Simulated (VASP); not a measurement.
Set up this calculation in VASP 6.6.1, as the native input.

```yaml
Task: relaxation of cell and atoms
Functional: PBE
Potentials_or_basis: VASP PAW PBE potentials, release 64 (Pt)
Cutoff: 350 eV
k_mesh: 18 × 18 × 18
Occupations: gaussian, width 0.1 eV
Spin: no spin polarisation
Further_INCAR_settings: ALGO = Normal; EDIFF = 1e-07; IBRION = 2; EDIFFG = -0.002; NSW = 80; ISIF = 3
```

The structure of Pt lies in POSCAR:

```
Pt
1.0
    0.0000000000      1.9609000000      1.9609000000
    1.9609000000      0.0000000000      1.9609000000
    1.9609000000      1.9609000000      0.0000000000
Pt
1
Direct
    0.0000000000      0.0000000000      0.0000000000
```

These files were run (other wordings do the same):

INCAR

```
PREC     = Accurate       # precision mode
ENCUT    = 350            # plane-wave cutoff, eV
EDIFF    = 1E-7           # SCF threshold, eV
ISMEAR   = 0              # smearing method
SIGMA    = 0.1            # smearing width, eV
LREAL    = F              # projectors in reciprocal space
LASPH    = T              # aspherical terms in the spheres
NELM     = 60             # most SCF steps
ALGO     = Normal         # electronic algorithm
ISIF     = 3              # what is computed and relaxed
LWAVE    = F              # write WAVECAR
LCHARG   = F              # write CHGCAR
GGA      = PE             # functional
IBRION   = 2              # ionic algorithm
NSW      = 80             # ionic steps
EDIFFG   = -0.002         # ionic threshold
```

KPOINTS

```
regular mesh
0
Gamma
  18 18 18
```

Potentials or basis: VASP PAW PBE potentials, release 64 (Pt).

Run with:

```sh
$ cat potpaw_PBE.64/Pt/POTCAR > POTCAR
$ mpirun -np 1 vasp_std > vasp.out
```

Results of the run:

```json
{
  "Relaxed volume": "15.57 Å³/atom",
  "Relaxed cell": "a = 2.803 Å, b = 2.803 Å, c = 2.803 Å, α = 60.00°, β = 60.00°, γ = 60.00°",
  "Space group after relaxing (to 0.05 Å)": "Fm-3m (No. 225)",
  "Energy gained by relaxing": "12.9 meV/atom",
  "Ionic steps": "4",
  "Pressure after relaxing": "0.0 GPa",
  "Band gap on the k mesh": "none (metal or under the smearing width)"
}
```

It used 78 s of CPU time on 1 thread of Intel(R) Xeon(R) Platinum 8175M CPU @ 2.50GHz (Skylake/Cascade Lake) (shared host), which was overloaded at the time.
